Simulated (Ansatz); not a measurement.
## ZrO2 (fluorite): scan of one atom of the cell

Starting cell, ZrO₂ (fluorite):

```
CELL_PARAMETERS angstrom
      0.00000     5.11588     5.11588
      2.55794     0.00000     2.55794
      2.55794     2.55794     0.00000
ATOMIC_POSITIONS crystal
  Zr 0.00000 0.00000 0.00000
  Zr 0.50000 0.00000 0.00000
  O  0.12500 0.25000 0.25000
  O  0.62500 0.25000 0.25000
  O  0.37500 0.75000 0.75000
  O  0.87500 0.75000 0.75000
```

Scan: atom 3 (O, nearest neighbour Zr at 2.215 Å; its periodic images, 3.6 Å or more away, move with it) is displaced along Cartesian [110], direction (0.707, 0.707, 0.000) in Cartesian axes, by s. The other atoms stay.

These are PBE (plane waves to 420 eV, PAW, scalar-relativistic; Ansatz, a quantum-chemistry and plane-wave program) values and carry that method's errors. k mesh 9×9×9 (Γ-centred), Fermi-Dirac smearing 0.05 eV. E stands for the smeared free energy. Compression counts positive. F∥ is the force on the atom along that direction. F⊥ is the part of the force across the line. The PAW data are Ansatz's earlier set. This is a high-temperature form of ZrO2. ZrO2 is run without spin polarisation. ZrO2 was relaxed with its symmetry unable to fall. ΔE is measured from the undisplaced structure.

| s (Å) | ΔE (meV/cell) | P (GPa) | F∥ (eV/Å) | |F⊥| (eV/Å) |
|---|---|---|---|---|
| -0.220 | 259.8 | 1.86 | 2.422 | 0.588 |
| -0.176 | 164.7 | 1.18 | 1.903 | 0.373 |
| -0.132 | 92.0 | 0.66 | 1.407 | 0.208 |
| -0.088 | 40.7 | 0.30 | 0.928 | 0.092 |
| -0.044 | 10.1 | 0.08 | 0.461 | 0.023 |
| 0.000 | 0.0 | 0.00 | 0.000 | 0.000 |
| 0.044 | 10.1 | 0.08 | -0.461 | 0.023 |
| 0.088 | 40.7 | 0.30 | -0.928 | 0.092 |
| 0.132 | 92.0 | 0.66 | -1.407 | 0.208 |
| 0.176 | 164.7 | 1.18 | -1.903 | 0.373 |
| 0.220 | 259.8 | 1.86 | -2.422 | 0.588 |

Derived quantities:

| Item | Result |
|---|---|
| Energy at s = 0.220 Å | 259.8 meV/cell |
| Force along the line at s = -0.220 Å | 2.42 eV/Å |
| Symmetry of the curve | even: the same for both signs |
| Shape of the curve | a single well with its minimum at or next to zero displacement |
| Force constant k = d²E/ds² at s = 0 (finite differences) | 10.5 eV/Å² |
| Harmonic estimate at the end of the scan | ½ks² = 253.1 meV/cell against the computed 259.8 meV/cell, so the well is close to harmonic there |

(For displaced atoms, the force is minus the slope of the energy, and its curvature is a force constant, which sets phonon frequencies.)
